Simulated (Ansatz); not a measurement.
Strain and the gap of BaS (rocksalt)

BaS in the rocksalt structure, relaxed with r2SCAN in Ansatz 0.2.0. Space group Fm-3m (No. 225), cubic; conventional cell a = 6.424 Å, 33.13 Å³ an atom. Around Ba lie 6 S at 3.21 Å; around S lie 6 Ba at 3.21 Å.

The axes x, y and z are those of this cell:
```xyz
2
Lattice="0.0000 3.2118 3.2118 3.2118 0.0000 3.2118 3.2118 3.2118 0.0000" Properties=species:S:1:pos:R:3 pbc="T T T"
Ba    0.0000    0.0000    0.0000
S     3.2118    3.2118    3.2118
```

Unstrained: PBE gives an indirect gap of 2.230 eV, from Γ to X; the least direct gap is 2.345 eV at X. The r2SCAN gap is indirect, 2.578 eV (Γ to X), below the direct gap of 2.692 eV at X. With HSE06 the valence top lies at Γ and the conduction bottom at X, 3.138 eV higher; the smallest vertical gap, at X, is 3.277 eV. Meshes: PBE 8×8×8, r2SCAN 8×8×8, HSE06 6×6×6. Strains are changes of length per length, and xy shears are angles. After each strain the atoms were relaxed again with r2SCAN within the symmetry that the strain leaves, so tilts or polar shifts that break it weren't tested; points keep the names that they have in the unstrained zone. The values are computed, spin-unpolarised, and not measurements.

Changes of the least gap in eV (an overlap counts as a negative gap):
```
                                                      strain  volume change (%)  space group     PBE  r2SCAN   HSE06  G0W0@PBE (mesh)  energy rise, r2SCAN (meV/atom)
epitaxial +1.0 % in the xy plane, free normal strain -0.32 %               +1.7       I4/mmm  -0.008  -0.012  -0.007             0.00                             2.1
epitaxial +5.0 % in the xy plane, free normal strain -1.66 %               +8.4       I4/mmm  -0.043  -0.061  -0.040            -0.03                            45.9
                                     uniaxial -4.0 % along x               -4.0       I4/mmm  -0.184  -0.198  -0.183            -0.23                            19.7
                 xy shear, engineering strain (angle) -0.5 %                0.0         Immm  -0.006  -0.007  -0.007            -0.01                             0.0
                                 uniaxial -0.5 % along [111]               -0.5         R-3m  -0.015  -0.016  -0.016            -0.02                             0.2
```
Unstrained, G0W0@PBE with 276 empty bands, a screening cutoff of 150 eV and a 4×4×4 mesh gives 3.47 eV on its mesh; the band count follows the volume. The G0W0 figures hold for the stated bands, cutoff and mesh and aren't extrapolated.

Epitaxial +1.0 % in the xy plane, free normal strain -0.32 %. HSE06: the gap goes from 3.138 to 3.131 eV (-0.007 eV); with r2SCAN the top three valence levels at Γ, degenerate before, become 1+2 from the top over 38 meV. Stress change with r2SCAN, compression positive: xx -1.03, yy -1.03, zz -0.03 GPa.

Epitaxial +5.0 % in the xy plane, free normal strain -1.66 %. HSE06: the gap goes from 3.138 to 3.098 eV (-0.040 eV); the X points, equivalent before, split by 64 meV, and the conduction bottom lies at those like (1/2, 1/2, 0); with r2SCAN the top three valence levels at Γ, degenerate before, become 1+2 from the top over 163 meV. Stress change with r2SCAN, compression positive: xx -3.92, yy -3.92, zz -0.01 GPa.

Uniaxial -4.0 % along x, other directions held. HSE06: the gap goes from 3.138 to 2.955 eV (-0.183 eV); the X points, equivalent before, split by 37 meV, and the conduction bottom lies at those like (0, 1/2, 1/2); with r2SCAN the top three valence levels at Γ, degenerate before, become 1+2 from the top over 158 meV. Stress change with r2SCAN, compression positive: xx +5.13, yy +0.76, zz +0.76 GPa.

Xy shear, engineering strain (angle) -0.5 %. HSE06: the gap goes from 3.138 to 3.131 eV (-0.007 eV); with r2SCAN the top three valence levels at Γ, degenerate before, become 1+1+1 from the top over 12 meV. Stress change with r2SCAN, compression positive: xx 0.00, yy 0.00, zz 0.00, xy +0.10 GPa.

Uniaxial -0.5 % along [111], other directions held. HSE06: the gap goes from 3.138 to 3.122 eV (-0.016 eV); with r2SCAN the top three valence levels at Γ, degenerate before, become 1+2 from the top over 12 meV. Stress change with r2SCAN, compression positive: xx +0.23, yy +0.23, zz +0.23, xy +0.06, xz +0.06, yz +0.06 GPa.

The runs are scalar-relativistic, without spin-orbit coupling.

The meshes of the hybrids are coarse, so their gaps aren't converged to the digits shown.

The splittings at Γ are without spin-orbit coupling, which regroups them where it is of like size or larger.
